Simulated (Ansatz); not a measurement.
## NbAs: which magnetic state is lowest?

Theory: Ansatz 0.2.0, DFT PBE, scalar-relativistic, plane waves, PAW.

```yaml
crystal:
  lattice:
    - [0.00000, 2.90678, 2.90678]
    - [2.90678, 0.00000, 2.90678]
    - [2.90678, 2.90678, 0.00000]
  atoms:
    - { symbol: Nb, position: [0.00000, 0.00000, 0.00000] }
    - { symbol: As, position: [0.25000, 0.25000, 0.25000] }
```

The plane-wave cutoff is 420 eV, the Γ-centred k-mesh is 12×12×12 and the occupation rule is Gaussian smearing, 0.1 eV. The list of starting moments (μB, in atom order) is 2.5 0. The check for lower electronic states after the SCF is off.

All runs keep this geometry, which isn't relaxed for the lowest state (largest force there 0.049 eV/Å, pressure 0.5 GPa) and needn't be a stable compound; relaxing each order can shift differences of a few meV. A propagation vector, in units of the reciprocal vectors, doubles the cell, which takes an equally dense mesh. Site moments are spin moments in atom-centred spheres that scale with the neighbour distance. The states are those that the runs reached from these starts; a lower one can exist.

Starts tried: no spin; large parallel starting moments; antiferromagnetic, doubled cell, propagation vector (0, 0, 1/2); antiferromagnetic, doubled cell, propagation vector (0, 1/2, 1/2). Which state comes out lowest, and what are the moments?

The lowest state is antiferromagnetic, reached from the start “antiferromagnetic, doubled cell, propagation vector (0, 0, 1/2)”, with site moments (μB) Nb +0.39, Nb -0.39.

```
                                                            start ends energy above lowest (meV/atom) site moments (μB) gap on mesh (eV) P (GPa)
                                                          no spin non-magnetic                            5.44      none over 0.05             metal      0.0
                                  large parallel starting moments non-magnetic                            5.44      none over 0.05             metal      0.0
  antiferromagnetic, doubled cell, propagation vector (0, 0, 1/2) antiferromagnetic                            0.00  Nb +0.39, Nb -0.39             metal      0.5
antiferromagnetic, doubled cell, propagation vector (0, 1/2, 1/2) non-magnetic                            5.44      none over 0.05             metal      0.0
```